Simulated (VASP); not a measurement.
A run of VASP 6.6.1 is set up as follows.

The input INCAR:

```
ALGO = Fast ; EDIFF = 1E-7
ENCUT = 520 ; GGA = PS
ISIF = 2 ; ISMEAR = 0
ISYM = 0 ; LASPH = T
LCHARG = T ; LELF = T
LREAL = F ; LVHAR = T
LWAVE = F ; NBANDS = 12
NELM = 100 ; PREC = Accurate
SIGMA = 0.1
```

Contents of KPOINTS:

```
k-points
0
Gamma
  12 12 14
```

POSCAR

```
Nb
1.0
    2.8669036825      0.0000000000      0.0000000000
   -1.4334518412      2.4828114192      0.0000000000
    1.4334518412      0.8276038064      2.4906868907
Nb
1
Direct
    0.0000000000      0.0000000000      0.0000000000
```

Potentials or basis: VASP PAW PBE potentials, release 64 (Nb_sv).

Run with:

```bash
$ cat potpaw_PBE.64/Nb_sv/POTCAR > POTCAR
$ mpirun -np 1 vasp_std > vasp.out
```

(1) Estimate the band gap on the k mesh.

(2) Predict the pressure.

## Answers

(1) none (metal or under the smearing width).

(2) 3.3 GPa.

Caveat: the PAW data sets were made with another functional, which shifts forces and pressure a little.
